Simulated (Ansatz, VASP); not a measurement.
## ZrB2: VASP beside Ansatz

```
Zr B
1.0
     3.15441    0.00000    0.00000
    -1.57721    2.73180    0.00000
     0.00000    0.00000    3.50823
Zr B
1 2
Direct
  0.00000 0.00000 0.00000
  0.33333 0.66667 0.50000
  0.66667 0.33333 0.50000
```

Change from the starting cell: volume scaled by 0.99, PAW files.

Alike in both runs: task electric field gradients; functional LDA; k mesh 12 × 12 × 9; occupations fermi-dirac, width 0.05 eV; no spin polarisation.

```csv
,VASP,Ansatz
version,VASP 6.6.1,Ansatz 0.2.0
potentials or method,"VASP PAW LDA potentials, release 64 (Zr_sv, B)","PAW with Ansatz's default frozen-core files, scalar-relativistic"
plane-wave cutoff (eV),520,420
valence electrons in the cell,18,18
```

```tsv
	VASP	Ansatz	Ansatz less VASP
pressure (GPa)	-4.4	-4.9	-0.47
largest component of the traceless stress (GPa)	0.74	0.69	-0.045
Vzz of the field gradient on the site that differs most (V/Å²)	45.0	47.5	+2.50
```

Ansatz warned: «gradients_without_spin_orbit».
